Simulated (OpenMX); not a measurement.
## Pt in OpenMX: convergence with ElectronicTemperature

Input of the first run (ElectronicTemperature 3000 K); the others differ in this setting and in those tied to it:

File Pt.dat:

```
System.CurrrentDirectory             ./
System.Name                          Pt
DATA.PATH                            ./DFT_DATA13
level.of.stdout                      1
level.of.fileout                     0
Species.Number                       1
<Definition.of.Atomic.Species
  Pt  Pt7.0-s3p2d2           Pt_CA13
Definition.of.Atomic.Species>

Atoms.Number                         1
Atoms.SpeciesAndCoordinates.Unit     AU
<Atoms.SpeciesAndCoordinates
    1  Pt   -0.0917084972   -0.2812992586   -0.0872551843   8.000  8.000
Atoms.SpeciesAndCoordinates>

Atoms.UnitVectors.Unit               AU
<Atoms.UnitVectors
    -3.0548821202    3.0382733173    3.0372320782
     3.0071854328   -2.9734311448    2.9246913286
     3.0190037800    2.9375509148   -2.9723899057
Atoms.UnitVectors>

scf.XcType                           LDA
scf.SpinPolarization                 off
scf.ElectronicTemperature            3000.0
scf.energycutoff                     400.0
scf.maxIter                          100
scf.EigenvalueSolver                 band
scf.Kgrid                            9 9 9
scf.Mixing.Type                      rmm-diisk
scf.Init.Mixing.Weight               0.05
scf.Min.Mixing.Weight                0.001
scf.Max.Mixing.Weight                0.3
scf.Mixing.History                   25
scf.Mixing.StartPulay                8
scf.criterion                        1.0e-8
scf.stress.tensor                    on
MD.Type                              nomd
```

Potentials or basis: OpenMX 2013 LDA set, Pt7.0-s3p2d2, grid cutoff 400 Ry.

Run with:

```console
$ openmx Pt.dat -nt 1 > Pt.std
```

The cell isn't the ideal one: cell strained at random at fixed volume.

This isn't the form of Pt at room conditions, which is fcc.

Hardware: 1 thread of Arm Neoverse V1 (shared host).

Question: The values tried are 3000 K, 2000 K, 1200 K, 800 K, 500 K, 300 K, 150 K, 75 K, loosest first. From which on does the energy stay within 1 meV/atom of the tightest run that finished?

Answer: From 500 K on.

```csv
ElectronicTemperature,"energy less the tightest run, at zero smearing (meV/atom)",pressure (GPa),SCF cycles,CPU time (s),peak memory (GiB)
3000 K,-2.58,-8.40,16,46,0.47
2000 K,-2.79,-9.57,16,46,0.47
1200 K,-3.05,-10.19,16,45,0.47
800 K,-1.90,-10.35,16,45,0.47
500 K,-0.78,-10.43,16,45,0.47
300 K,-0.26,-10.48,16,45,0.47
150 K,-0.05,-10.50,16,45,0.47
75 K,0.00,-10.51,17,47,0.47
```

Against the tightest run, the pressure stays within 0.1 GPa from 500 K on. The tightest run that finished is the yardstick and may itself not be fully converged.

Caveat, for the tightest run too: the basis of atomic orbitals isn't converged, which shifts pressures, moduli and gaps. Spin-orbit coupling is left out, which matters for the levels of Pt.
